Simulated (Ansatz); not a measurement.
# Cu12C: the cost of one run

Program: Ansatz 0.2.0. Level of theory: DFT PBE, scalar-relativistic, plane waves, PAW. These are calculated values, not measurements.

7 further runs of the same task are left out: 7 set aside as unsound or not needed.

## Step 1: The starting structure

It takes space group Fm-3m (No. 225, cubic). The conventional cell has a = 3.630 Å, b = 3.630 Å, c = 3.630 Å, α = 90.00°, β = 90.00°, γ = 90.00°. Cu (site symmetry m-3m) has 12 Cu at 2.57 Å as nearest neighbours.

Coordinates:

```xyz
1
Lattice="0.0000 1.8149 1.8149 1.8149 0.0000 1.8149 1.8149 1.8149 0.0000" Properties=species:S:1:pos:R:3 pbc="T T T"
Cu    0.0000    0.0000    0.0000
```

This cell was relaxed beforehand with the same method: volume 11.96 Å³/atom, gap on the mesh none (metal).

## Step 2: The grid

Atoms count from 1 in the order of the input.

C is moved over the surface cell; relaxed at each place: the height of the adsorbate's atoms; substrate rigid; the origin of the map has the adsorbate above Cu9.

First coordinate, position of C13 along the first surface vector, from above Cu9: 6 values from 0.000 to 0.833, periodic. Second coordinate, position of C13 along the second surface vector, from above Cu9: 6 values from 0.000 to 0.833, periodic.

Relaxed at each point: the height of the adsorbate's atoms; substrate rigid. Points are written as (first, second).

The two vectors of the plane (Å): (2.567, 0.000, 0.000); (-1.283, 2.223, 0.000).

## Step 3: Point (0/6, 0/6) of the map's two axes

input.yaml

```yaml
crystal:
  lattice:
    - [5.1332392722, 0.0, 0.0]
    - [-2.5666196361, 4.4455156134, 0.0]
    - [0.0, 0.0, 19.6236279128]
  atoms:
    - { symbol: Cu, position: [0.3333333333, 0.1666666667, 0.2038359073] }
    - { symbol: Cu, position: [0.3333333333, 0.6666666667, 0.2038359073] }
    - { symbol: Cu, position: [0.8333333333, 0.1666666667, 0.2038359073] }
    - { symbol: Cu, position: [0.8333333333, 0.6666666667, 0.2038359073] }
    - { symbol: Cu, position: [0.1666666667, 0.3333333333, 0.3089002473] }
    - { symbol: Cu, position: [0.1666666667, 0.8333333333, 0.3089002473] }
    - { symbol: Cu, position: [0.6666666667, 0.3333333333, 0.3089002473] }
    - { symbol: Cu, position: [0.6666666667, 0.8333333333, 0.3089002473] }
    - { symbol: Cu, position: [0.0, 0.0, 0.4139717665] }
    - { symbol: Cu, position: [0.0, 0.5, 0.4139717665] }
    - { symbol: Cu, position: [0.5, 0.0, 0.4139717665] }
    - { symbol: Cu, position: [0.5, 0.5, 0.4139717665] }
    - { symbol: C, position: [0.0, 0.0, 0.5199664383] }
basis:
  ecutwfc: 420
kpoints:
  mp_grid: { grid: [6, 6, 1] }
hamiltonian:
  xc: pbe
scf:
  occupations: { method: gaussian, width: 0.1 }
output:
  forces: true
  eigenvalues: true
relax:
  adjacent_minimum: "off"
  f_tol: 0.025
  max_steps: 16
  constraints:
    - { sites: [0, 1, 2, 3, 4, 5, 6, 7, 8, 9, 10, 11] }
    - { sites: [12], fix: xy }
efield:
  axis: 3
  dipole_correction: true
  ramp_width: 0.04
```

On the command line:

```sh
$ ansatz run input.yaml --threads 4 --pin off --max-ram 12288MiB --backend cpu --events-out ev --progress --plain --runs-dir out
```

**Question.** How long does this run take on 4 threads of Arm Neoverse V2, shared host, and how much memory does it need?

About 71 s, with a peak of 1.5 GiB.
